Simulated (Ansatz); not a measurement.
## CsH: strain energy, fitted

CsH, Fm-3m, a = 6.376 Å. Ansatz: r2SCAN, PAW, 500 eV, Γ-centred 6×6×4 mesh on 4 atoms, Gaussian smearing 0.02 eV; no spin polarisation. Series: biaxial strain in the a-b plane, c and atoms relaxed; x is the strain in per cent. The axes a, b, c are those of the computed cell (4.509, 4.509, 6.376 Å), along [1 1 0], [-1 1 0], [0 0 1] of the cell named above. y is the free energy over the unstrained cell, V0 = 32.401 Å³/atom.

| x (%) | y (meV/atom) |
| --- | --- |
| -6.0 | 24.32 |
| -4.0 | ? |
| -2.0 | 2.41 |
| 0.0 | 0.00 |
| 2.0 | 1.89 |
| 4.0 | 7.25 |
| 6.0 | 15.37 |

Question: Fit y = c2 x² + c3 x³ to the other rows, turn c2 into a modulus, and predict the missing energy.

Answer: Least squares on the rows shown. y = 0.54980 x² − 0.020878 x³. In eV per unit strain² c2 is 5.498; M is the biaxial modulus (E = M V0 ε²): 5.498 × 160.2 / (32.401) = 27 GPa. The unstrained cell keeps some stress along the strain, worth a slope of -0.06 meV/atom per %, which the form leaves out. With a term in x⁴ added, the coefficient of x² becomes 0.5269, 4 % less, which shows how far this figure hangs on the form. At x = -4.0 the fit asked for gives 10.13 meV/atom. The run gave 10.13 meV/atom, the same to the digits shown.